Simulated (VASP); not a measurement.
InSb, 2 atoms in the cell. It takes space group F-43m (No. 216, cubic). Conventional cell: a = 6.521 Å, b = 6.521 Å, c = 6.521 Å, α = 90.00°, β = 90.00°, γ = 90.00°. In (site symmetry -43m) is surrounded by 4 Sb at 2.82 Å. Sb (site symmetry -43m) has 4 In at 2.82 Å as nearest neighbours. 

* Program: VASP 6.6.1
* Task: band structure
* Functional: PBEsol
* Potentials or basis: VASP PAW PBE potentials, release 64 (In_d, Sb)
* Cutoff: 520 eV
* k mesh: 10 × 10 × 10
* Occupations: gaussian, width 0.03 eV
* Spin: no spin polarisation
* Further INCAR settings: ALGO = Fast; EDIFF = 1e-07; NBANDS = 16

Potentials or basis: VASP PAW PBE potentials, release 64 (In_d, Sb).

Run with:

```bash
$ cat potpaw_PBE.64/In_d/POTCAR potpaw_PBE.64/Sb/POTCAR > POTCAR
$ mpirun -np 1 vasp_std > vasp.out
```

Hardware: 1 thread of Intel(R) Xeon(R) 6975P-C (Granite Rapids) (shared host).

**Question.** Estimate the wall time of this run.

**Answer.** Wall time 83 s on 1 thread of Intel(R) Xeon(R) 6975P-C (Granite Rapids), on a shared host, peak memory 0.26 GiB. Counts: scf iterations 44, k points 47.
